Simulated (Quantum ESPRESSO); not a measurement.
# Se under changes of volume

One of the cells (27.261 Å³/atom); the others are scaled copies at fixed shape and fractional positions:

```
CELL_PARAMETERS angstrom
4.36620 0.00000 0.00000
-2.18310 3.78124 0.00000
0.00000 0.00000 4.95360
ATOMIC_POSITIONS crystal
Se 0.77460 0.77460 0.00000
Se 0.00000 0.22540 0.66667
Se 0.22540 0.00000 0.33333
```

- Program: Quantum ESPRESSO 7.5
- Functional: LDA
- Potentials or basis: PseudoDojo 0.4.1 SR LDA standard
- Cutoff: 1170 eV
- Density cutoff: 4680 eV
- k mesh: 6 × 6 × 5
- Occupations: fermi-dirac, width 0.05 eV
- Spin: no spin polarisation

```tsv
volume (Å³/atom)	energy over the lowest point (meV/atom)	pressure (GPa)	gap on the mesh (eV)	largest force (eV/Å)
25.625	?	?	?	?
26.170	1.89	1.2	1.15	0.672
26.716	0.00	-0.1	1.16	0.445
27.261	2.28	-1.3	1.17	0.234
27.806	8.30	-2.3	1.18	0.038
28.351	17.66	-3.2	1.19	0.146
28.896	30.01	-4.1	1.20	0.317
```

Question: What does the run at 25.625 Å³/atom give?

Answer: Energy over the lowest point 8.43 meV/atom; pressure 2.6 GPa; gap on the mesh 1.13 eV; largest force 0.916 eV/Å.

Worked out: A Birch-Murnaghan fit of order 3 (a polynomial in V^(-2/3)) to the other rows has its minimum at 26.68 Å³/atom with B0 = V·E''(V) = 60 GPa and B' = 4.4 at fixed shape and positions, which overstates the stiffness. It gives 8.45 meV/atom at 25.625 Å³/atom, against the run's 8.43, and -dE/dV = 2.7 GPa, against 2.6. A straight line through the other rows of the gap, of slope 0.505 eV per unit of ln V, extrapolates to 1.14 eV, against the run's 1.13.

Energies are extrapolated to zero smearing.

Caveats: an odd mesh through Γ misses points on the zone boundary, where band edges often lie. Spin-orbit coupling on Se is left out.
